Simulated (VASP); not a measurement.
# SnTe (Fm-3m) in VASP: further runs, part 2 of 2

VASP 6.6.1. The steps go on from the part before.

## Step 3: Relaxation of cell and atoms, PBE

This run uses another cell than the first one, of 31.28 Å³/atom, 0.949 times its volume.

The input, INCAR:

```
PREC = Accurate ; ENCUT = 600
EDIFF = 1E-7 ; ISMEAR = 0
SIGMA = 0.01 ; LREAL = F
LASPH = T ; NELM = 80
ALGO = Normal ; ISIF = 3
LWAVE = F ; LCHARG = F
GGA = PE ; IBRION = 2
NSW = 100 ; EDIFFG = -0.005
```

The input, KPOINTS:

```
regular mesh
0
Gamma
  10 10 10
```

The input, POSCAR:

```
SnTe
1.0
    0.0000000000      3.1508500000      3.1508500000
    3.1508500000      0.0000000000      3.1508500000
    3.1508500000      3.1508500000      0.0000000000
Sn Te
1 1
Direct
    0.0000000000      0.0000000000      0.0000000000
    0.5000000000      0.5000000000      0.5000000000
```

Potentials or basis: VASP PAW PBE potentials, release 64 (Sn_d, Te).

Run with:

```bash
cat potpaw_PBE.64/Sn_d/POTCAR potpaw_PBE.64/Te/POTCAR > POTCAR
mpirun -np 1 vasp_std > vasp.out
```

OUTCAR:

```text
PREC = Accurate
   ENCUT = 600
   EDIFF = 1E-7
   ISMEAR = 0
   LREAL = F
   LASPH = T
   NELM = 80
   ISIF = 3
   GGA = PE
   IBRION = 2
   NSW = 100
   EDIFFG = -0.005

 ion  position               nearest neighbor table
   1  0.000  0.000  0.000-   2 3.15   2 3.15   2 3.15   2 3.15   2 3.15   2 3.15
   2  0.500  0.500  0.500-   1 3.15   1 3.15   1 3.15   1 3.15   1 3.15   1 3.15

  LATTYP: Found a face centered cubic cell.
 ALAT       =     6.3017000000

  Lattice vectors:

 A1 = (   0.0000000000,   3.1508500000,   3.1508500000)
 A2 = (   3.1508500000,   0.0000000000,   3.1508500000)
 A3 = (   3.1508500000,   3.1508500000,   0.0000000000)

Analysis of symmetry for initial positions (statically):
=====================================================================
 Subroutine PRICEL returns:
 Original cell was already a primitive cell.

 Routine SETGRP: Setting up the symmetry group for a
 face centered cubic supercell.

 Subroutine GETGRP returns: Found 48 space group operations
 (whereof 48 operations were pure point group operations)
 out of a pool of 48 trial point group operations.

The static configuration has the point symmetry O_h .

Analysis of symmetry for dynamics (positions and initial velocities):
=====================================================================
 Subroutine PRICEL returns:
 Original cell was already a primitive cell.

 Routine SETGRP: Setting up the symmetry group for a
 face centered cubic supercell.

 Subroutine GETGRP returns: Found 48 space group operations
 (whereof 48 operations were pure point group operations)
 out of a pool of 48 trial point group operations.

The dynamic configuration has the point symmetry O_h .

 Subroutine INISYM returns: Found 48 space group operations
 (whereof 48 operations are pure point group operations),
 and found     1 'primitive' translations

----------------------------------------------------------------------------------------

[... 129 lines left out ...]
   NGX = 17   NGY = 17   NGZ = 17

--------------------------------------- Ionic step        1  -------------------------------------------

 number of electron      19.9999998 magnetization

 Free energy of the ion-electron system (eV)
  ---------------------------------------------------
  ext. energy  EPLUGINS =         0.00000000
  ---------------------------------------------------
  free energy    TOTEN  =        -7.54259706 eV

  energy without entropy =       -7.54259706  energy(sigma->0) =       -7.54259706

------------------------ aborting loop because EDIFF is reached ----------------------------------------

  FORCE on cell =-STRESS in cart. coord.  units (eV):
  Direction    XX          YY          ZZ          XY          YZ          ZX
  --------------------------------------------------------------------------------------
  -------------------------------------------------------------------------------------
  Total        0.8917860      0.8917860      0.8917860      0.0000000      0.0000000      0.0000000
  in kB       22.8379997     22.8379997     22.8379997      0.0000000      0.0000000      0.0000000
  external PRESSURE =      22.8379997 kB  Pullay stress =       0.0000000 kB
[... 59 lines left out ...]
--------------------------------------- Ionic step        3  -------------------------------------------

 number of electron      20.0000005 magnetization

 Free energy of the ion-electron system (eV)
  ---------------------------------------------------
  ext. energy  EPLUGINS =         0.00000000
  ---------------------------------------------------
  free energy    TOTEN  =        -7.56473945 eV

  energy without entropy =       -7.56473938  energy(sigma->0) =       -7.56473942

 E-fermi :   6.3561     XC(G=0):  -9.2669

 val. band max:        6.3308018819   @ k =   0.5000   0.0000   0.0000
 cond. band min:       6.3814589844   @ k =   0.5000   0.0000   0.0000
 fundamental gap:      0.0506571024
 Fermi energy:         6.3561303815

 k-point     1 :       0.0000    0.0000    0.0000
  band No.  band energies     occupation
      1     -15.5510      2.00000
      2     -15.5510      2.00000
      3     -15.5480      2.00000
      4     -15.5480      2.00000
      5     -15.5480      2.00000
      6      -6.0999      2.00000
      7       1.4659      2.00000
      8       4.3299      2.00000
      9       4.3299      2.00000
     10       4.3299      2.00000
     11       9.5771      0.00000
     12       9.5771      0.00000
     13       9.5771      0.00000
     14      11.1788      0.00000
[... 377 lines left out ...]
      1     -15.5606      2.00000
      2     -15.5498      2.00000
      3     -15.5487      2.00000
      4     -15.5415      2.00000
      5     -15.5412      2.00000
      6      -5.0252      2.00000
      7      -0.4533      2.00000
      8       2.6066      2.00000
      9       3.1606      2.00000
     10       3.3269      2.00000
     11       9.2095      0.00000
     12      10.0090      0.00000
     13      10.1432      0.00000
     14      10.4403      0.00000

 [... further k-points ...]
[... 5 lines left out ...]
  --------------------------------------------------------------------------------------
  -------------------------------------------------------------------------------------
  Total        0.0057419      0.0057419      0.0057419      0.0000000      0.0000000      0.0000000
  in kB        0.1397670      0.1397670      0.1397670      0.0000000      0.0000000      0.0000000
  external PRESSURE =       0.1397670 kB  Pullay stress =       0.0000000 kB
[... 17 lines left out ...]
  FREE ENERGIE OF THE ION-ELECTRON SYSTEM (eV)
  ---------------------------------------------------
  free  energy   TOTEN  =        -7.5647394537 eV

  energy  without entropy=       -7.5647393799  energy(sigma->0) =       -7.56473942

 reached required accuracy - stopping structural energy minimisation
```

CONTCAR:

```text
SnTe
   1.00000000000000
     0.0000000000000000    3.2046256922530167    3.2046256922530167
     3.2046256922530167    0.0000000000000000    3.2046256922530167
     3.2046256922530167    3.2046256922530167    0.0000000000000000
  Sn              Te
     1     1
Direct
     0.0000000000000000    0.0000000000000000    0.0000000000000000
     0.5000000000000000    0.5000000000000000    0.5000000000000000

  0.00000000E+00  0.00000000E+00  0.00000000E+00
  0.00000000E+00  0.00000000E+00  0.00000000E+00
```

Wall time 88 s (1 thread of Intel Xeon Platinum 8375C at 2.90GHz (Ice Lake), shared host); peak memory 0.25 GiB.

Results:

```yaml
Free_energy: -7.5647 eV
Relaxed_volume: 32.91 Å³/atom
Relaxed_cell: a = 4.532 Å, b = 4.532 Å, c = 4.532 Å, α = 60.00°, β = 60.00°, γ = 60.00°
Space_group_after_relaxing_to_0.05_Å: Fm-3m (No. 225)
Energy_gained_by_relaxing: 11.1 meV/atom
Ionic_steps: 3
Pressure_after_relaxing: 0.0 GPa
Band_gap_on_the_k_mesh: 0.05 eV, direct
```

The path:
| step | energy change (eV) | largest force (eV/Å) | pressure (GPa) | volume (Å³) |
| --- | --- | --- | --- | --- |
| 1 | 0.0000 | 0.0000 | 2.28 | 62.56 |
| 2 | -0.0208 | 0.0000 | -0.50 | 66.69 |
| 3 | -0.0221 | 0.0000 | 0.01 | 65.82 |

Final structure:
```xyz
2
Lattice="0.0000 3.2046 3.2046 3.2046 0.0000 3.2046 3.2046 3.2046 0.0000" Properties=species:S:1:pos:R:3 pbc="T T T"
Sn    0.0000    0.0000    0.0000
Te    3.2046    3.2046    3.2046
```

Levels at points of the mesh, in eV from the valence-band top:
```tsv
k point	band 7	band 8	band 9	band 10	band 11	band 12	band 13	band 14
(0.00, 0.00, 0.00)	-4.86	-2.00	-2.00	-2.00	3.25	3.25	3.25	4.85
(0.50, 0.00, 0.00)	-8.07	-1.68	-1.68	0.00	0.05	0.45	0.45	7.67
(0.50, 0.50, 0.00)	-6.43	-5.22	-3.49	-3.49	2.38	4.69	4.69	6.02
```

Caveat: spin-orbit coupling is left out, which moves the levels of the heavy elements.

## Step 4: Single point, PBE (volume scaled by 0.94)

The input, INCAR:

```
SYSTEM = SnTe
PREC = Accurate
ENCUT = 520
EDIFF = 1E-6
ISMEAR = 0
SIGMA = 0.01
LREAL = .FALSE.
LASPH = .TRUE.
NELM = 60
ALGO = Normal
ISIF = 2
LWAVE = .FALSE.
LCHARG = .TRUE.
GGA = PE
LELF = .TRUE.
LVHAR = .TRUE.
NBANDS = 17
```

The input, KPOINTS:

```
regular mesh
0
G
  10 10 10
  0 0 0
```

The input, POSCAR:

```
SnTe
1.0
    0.0000000000      3.1410301827      3.1410301827
    3.1410301827      0.0000000000      3.1410301827
    3.1410301827      3.1410301827      0.0000000000
Sn Te
1 1
Direct
    0.0000000000      0.0000000000      0.0000000000
    0.5000000000      0.5000000000      0.5000000000
```

Run with:

```bash
cat potpaw_PBE.64/Sn_d/POTCAR potpaw_PBE.64/Te/POTCAR > POTCAR
mpirun -np 1 vasp_std > vasp.out
```

Run time: 19 s. Hardware: 1 thread of Intel Xeon 6975P-C (Granite Rapids), shared host; peak memory 0.22 GiB.

The run converged. Its results:

- Free energy: -7.5333 eV
- Pressure: 2.7 GPa
- Band gap on the k mesh: 0.12 eV, direct

Levels at points of the mesh, in eV from the valence-band top:
| k point | band 7 | band 8 | band 9 | band 10 | band 11 | band 12 | band 13 | band 14 |
| --- | --- | --- | --- | --- | --- | --- | --- | --- |
| (0.00, 0.00, 0.00) | -4.65 | -2.18 | -2.18 | -2.18 | 3.36 | 3.36 | 3.36 | 4.73 |
| (0.50, 0.00, 0.00) | -8.40 | -1.84 | -1.84 | 0.00 | 0.12 | 0.35 | 0.35 | 7.80 |
| (0.50, 0.50, 0.00) | -6.48 | -5.65 | -3.80 | -3.80 | 2.13 | 4.97 | 4.97 | 6.46 |

Caveat: the cell differs from its parent crystal (volume scaled by 0.94); spin-orbit coupling is left out, which moves the levels of the heavy elements. A k mesh can miss the band edges.

## Step 5: Single point, PBE (volume scaled by 0.97)

The input, INCAR:

```
ALGO = Normal
EDIFF = 1E-7
ENCUT = 520
GGA = PE
ISIF = 2
ISMEAR = 0
LASPH = True
LCHARG = False
LREAL = False
LWAVE = False
NBANDS = 17
NELM = 100
PREC = Accurate
SIGMA = 0.01
```

The input, KPOINTS:

```
k-points
0
Gamma
  10 10 10
```

The input, POSCAR:

```
SnTe
1.0
    0.0000000000      3.1740960882      3.1740960882
    3.1740960882      0.0000000000      3.1740960882
    3.1740960882      3.1740960882      0.0000000000
Sn Te
1 1
Direct
    0.0000000000      0.0000000000      0.0000000000
    0.5000000000      0.5000000000      0.5000000000
```

Run with:

```bash
cat potpaw_PBE.64/Sn_d/POTCAR potpaw_PBE.64/Te/POTCAR > POTCAR
mpirun -np 1 vasp_std > vasp.out
```

It took 21 s on 1 thread of Intel Xeon 6975P-C (Granite Rapids), shared host; peak memory 0.23 GiB.

It converged, with:

```
Free energy            : -7.5577 eV
Pressure               : 1.2 GPa
Band gap on the k mesh : 0.03 eV, direct
```

Levels at points of the mesh, in eV from the valence-band top:
| k point | band 8 | band 9 | band 10 | band 11 | band 12 | band 13 |
| --- | --- | --- | --- | --- | --- | --- |
| (0.00, 0.00, 0.00) | -2.11 | -2.11 | -2.11 | 3.28 | 3.28 | 3.28 |
| (0.50, 0.00, 0.00) | -1.78 | -1.78 | 0.00 | 0.03 | 0.37 | 0.37 |
| (0.50, 0.50, 0.00) | -5.45 | -3.66 | -3.66 | 2.24 | 4.79 | 4.79 |

Caveat: the cell differs from its parent crystal (volume scaled by 0.97); spin-orbit coupling is left out, which moves the levels of the heavy elements. A k mesh can miss the band edges.

## Step 6: Summary

| task | cell | cutoff (eV) | gap on the mesh (eV) | pressure (GPa) |
| --- | --- | --- | --- | --- |
| single point | a = 4.535 Å, angles 60.0°, 2 atoms | 520 | 0.06 | -0.1 |
| relaxation of cell and atoms | relaxed from a = 4.456 Å, angles 60.0°, 2 atoms | 600 | 0.05 | 0.0 |
| single point | a = 4.442 Å, angles 60.0°, 2 atoms | 520 | 0.12 | 2.7 |
| single point | a = 4.489 Å, angles 60.0°, 2 atoms | 520 | 0.03 | 1.2 |

Alike in all rows: level PBE; potentials or basis VASP PAW PBE potentials, release 64 (Sn_d, Te); no spin polarisation; k mesh 10 × 10 × 10; smearing gaussian 0.01 eV.

Caveats: spin-orbit coupling is left out, which moves the levels of the heavy elements.

Total energies depend on the potentials used, so only differences within one code and one set of settings carry meaning.

## Step 7: Against experiment

Step 2. Measured gap of SnTe: 0.18 eV (direct; 300 K; a printed reference work, textbook). This calculation gives 0.06 eV (-0.12 eV). Spin-orbit coupling on Sn, Te is left out. The value is that of PBE on a finite k mesh, which can miss the band edges, without temperature or zero-point motion. Semilocal functionals fall short of measured gaps as a rule.
